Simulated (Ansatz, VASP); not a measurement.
**ZrC: VASP beside Ansatz**

```
Zr C
1.0
     3.56368    0.00000    0.00000
    -1.78184    3.08624    0.00000
     0.00000    0.00000    4.73990
Zr C
2 2
Direct
  0.33333 0.66667 0.25000
  0.66667 0.33333 0.75000
  0.00000 0.00000 0.00000
  0.00000 0.00000 0.50000
```

Alike in both runs: task single point; functional PBE; k mesh 18 × 18 × 10; occupations gaussian, width 0.15 eV; no spin polarisation.

```csv
,VASP,Ansatz
version,VASP 6.6.1,Ansatz 0.2.0
potentials or method,"VASP PAW PBE potentials, release 64 (Zr_sv, C)","scalar-relativistic, plane waves, PAW"
plane-wave cutoff (eV),520,420
valence electrons in the cell,32,32
```

VASP gave:

```
gap on the k mesh at the Fermi level (eV)       : none
pressure (GPa)                                  : -1.2
largest component of the traceless stress (GPa) : 19.96
```

Task: What did Ansatz give for the same quantities?

Result: gap on the k mesh at the Fermi level (eV): none; pressure (GPa): -1.4; largest component of the traceless stress (GPa): 20.00.

A gap of «none» marks a metal or a gap that the smearing closes.
